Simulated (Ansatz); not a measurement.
Write the native input for Ansatz 0.2.0 that does the following.

| Property | Result |
| --- | --- |
| Task | single point |
| Functional | PBEsol |
| Potentials or basis | all-electron LAPW, scalar-relativistic |
| Cutoff | 301 eV (chosen from the basis error) |
| Basis error allowed | 0.001 eV/atom |
| k mesh | 8 × 8 × 5 |
| Occupations | fermi-dirac, width 0.05 eV |
| Spin | collinear spin, ferromagnetic start |
| Starting moments | [0.0, 0.0, 1.0, 1.0] μB |

The system is NiSb (Breithauptite).

```xyz
4
Lattice="3.9280 0.0000 0.0000 -1.9640 3.4017 0.0000 0.0000 0.0000 5.1200" Properties=species:S:1:pos:R:3 pbc="T T T"
Sb    1.9549    1.1405    3.8589
Sb    0.0238    2.2687    1.2540
Ni   -0.0221    0.0497    2.5733
Ni   -0.0042   -0.0116   -0.0246
```

The cell isn't the ideal one: atoms moved at random, drawn with an rms of 0.05 Å.

These files were run (other wordings do the same):

input.yaml

```yaml
crystal:
  lattice:
    - [3.928, 0.0, 0.0]
    - [-1.964, 3.4017477861, 0.0]
    - [0.0, 0.0, 5.12]
  atoms:
    - { symbol: Sb, position: [0.665317, 0.335262, 0.753685] }
    - { symbol: Sb, position: [0.339528, 0.666914, 0.244929] }
    - { symbol: Ni, position: [0.001672, 0.014619, 0.502602], spin: 1.0 }
    - { symbol: Ni, position: [-0.002764, -0.003411, -0.004813], spin: 1.0 }
kpoints:
  mp_grid: { grid: [8, 8, 5] }
scf:
  occupations: { method: fermi_dirac, width: 0.05 }
hamiltonian:
  xc: pbesol
  pseudopotentials: { kind: all_electron, lapw: { basis_error: 0.001 } }
magnetization:
  spin_polarized: true
output:
  forces: true
  stress: true
  eigenvalues: true
  populations: true
```

Potentials or basis: all-electron LAPW, scalar-relativistic.

Command:

```sh
$ ansatz run input.yaml --threads 4 --pin off --max-ram 12288MiB --backend cpu --events-out ev --progress --plain --runs-dir out
```

It gave:

```yaml
Pressure: -1.9 GPa
Largest_force: 0.333 eV/Å
Band_gap_on_the_k_mesh: none (metal or under the smearing width)
Net_moment: 0.00 μB per cell
Absolute_moment: 0.00 μB per cell
```

Caveat: the starting moments weren't kept.

Wall time 4 min on 4 threads of Arm Neoverse V2, on a shared host, peak memory 2.1 GiB.
